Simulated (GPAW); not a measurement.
Here is a GPAW 26.7.0 calculation.

Contents of run.py:

```python
from ase import Atoms
from ase.dft.bandgap import bandgap
from ase.io import write
from ase.units import GPa
from gpaw import GPAW, PW, setup_paths

setup_paths.insert(0, '.')

atoms = Atoms(['V'],
              cell=[[-1.51435, 1.51435, 1.51435],
                    [1.51435, -1.51435, 1.51435],
                    [1.51435, 1.51435, -1.51435]],
              scaled_positions=[[0.0, 0.0, 0.0]],
              pbc=True)
atoms.set_initial_magnetic_moments([2.0])

calc = GPAW(mode=PW(600),
            xc='PBEsol',
            kpts={'size': (12, 12, 12), 'gamma': True},
            occupations={'name': 'fermi-dirac', 'width': 0.05},
            nbands=15,
            convergence={'density': 1e-05, 'energy': 1e-05},
            maxiter=150,
            txt='gpaw.txt')
atoms.calc = calc
energy = atoms.get_potential_energy()
forces = atoms.get_forces()
stress = atoms.get_stress()
calc.write('gs.gpw')
write('result.traj', atoms)
print(f'Energy: {energy:.6f} eV')
print('Forces (eV/A):')
print(forces.round(4))
print('Stress (GPa):', (stress / GPa).round(3))
print('Moments:', calc.get_magnetic_moments().round(3))
print('Fermi level:', round(calc.get_fermi_level(), 4), 'eV')
print(f'Gap: {bandgap(calc)[0]:.4f} eV, direct: {bandgap(calc, direct=True)[0]:.4f} eV')

path = atoms.cell.bandpath('GHNGPH,PN', npoints=80, eps=1e-4)
bs_calc = calc.fixed_density(kpts=path, symmetry='off', nbands=23,
                             convergence={'bands': 'CBM+6.0', 'eigenstates': 1e-6}, txt='bands.txt')
bs = bs_calc.band_structure()
bs.write('bs.json')
print(f'Gap on the path: {bandgap(bs_calc)[0]:.4f} eV')
```

Potentials or basis: PAW data sets generated in the run's folder for this functional, pw.

The run is started by

```bash
$ gpaw-setup -f PBEsol V
$ OMP_NUM_THREADS=1 python run.py
```

Q: Predict the pressure.

A: -10.7 GPa.

Q: Predict the net moment.

A: 0.00 μB per cell.

Q: What does it give for the band gap along the path?

A: None (metal or under the smearing width).

Levels at the corners of the path, in eV from the Fermi level:
Spin up:
| point | band 3 | band 4 | band 5 | band 6 | band 7 | band 8 | band 9 | band 10 |
| --- | --- | --- | --- | --- | --- | --- | --- | --- |
| Γ | -36.99 | -36.99 | -6.50 | 0.42 | 0.42 | 0.42 | 2.32 | 2.32 |
| H | -37.55 | -37.55 | -2.83 | -2.83 | 3.62 | 3.62 | 3.62 | 9.91 |
| N | -37.24 | -36.99 | -3.04 | -1.05 | 1.53 | 2.33 | 2.67 | 4.00 |
| Γ | -36.99 | -36.99 | -6.50 | 0.42 | 0.42 | 0.42 | 2.32 | 2.32 |
| P | -37.39 | -37.39 | -1.07 | -1.07 | -1.07 | 2.73 | 2.73 | 10.16 |
| H | -37.55 | -37.55 | -2.83 | -2.83 | 3.62 | 3.62 | 3.62 | 9.91 |
| P | -37.39 | -37.39 | -1.07 | -1.07 | -1.07 | 2.73 | 2.73 | 10.16 |
| N | -37.24 | -36.99 | -3.04 | -1.05 | 1.53 | 2.33 | 2.67 | 4.00 |
Spin down:
```csv
point,band 3,band 4,band 5,band 6,band 7,band 8,band 9,band 10
Γ,-36.99,-36.99,-6.50,0.42,0.42,0.42,2.32,2.32
H,-37.55,-37.55,-2.83,-2.83,3.62,3.62,3.62,9.91
N,-37.24,-36.99,-3.04,-1.05,1.53,2.33,2.67,4.00
Γ,-36.99,-36.99,-6.50,0.42,0.42,0.42,2.32,2.32
P,-37.39,-37.39,-1.07,-1.07,-1.07,2.73,2.73,10.16
H,-37.55,-37.55,-2.83,-2.83,3.62,3.62,3.62,9.91
P,-37.39,-37.39,-1.07,-1.07,-1.07,2.73,2.73,10.16
N,-37.24,-36.99,-3.04,-1.05,1.53,2.33,2.67,4.00
```
